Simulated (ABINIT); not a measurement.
Crystal: TiAl.

```
CELL_PARAMETERS angstrom
2.86726 0.00000 0.00000
-1.43363 2.48312 0.00000
0.00000 0.00000 4.67808
ATOMIC_POSITIONS crystal
Ti 0.00000 0.00000 0.00000
Al 0.33333 0.66667 0.50000
```

The cell comes from a database or a generator and needn't be the stable form of this composition.

Base run:

* Program: ABINIT 10.8.3 (patched build)
* Functional: PBEsol
* Potentials or basis: JTH PAW PBE v2.0
* Cutoff: 490 eV
* k mesh: 11 × 11 × 6
* Occupations: fermi-dirac, width 0.05 eV
* Spin: no spin polarisation

Its results: band gap on the k mesh none (metal or under the smearing width); pressure -2.6 GPa.

Problem. The run is repeated on the same cell with these changes: functional from PBEsol to BLYP. What comes out?

Solution. Band gap on the k mesh none (metal or under the smearing width); pressure 3.3 GPa.

BLYP binds less tightly than PBEsol, so the same cell stands under more pressure.

Caveats: the PAW data sets were made with another functional, which shifts forces and pressure a little.
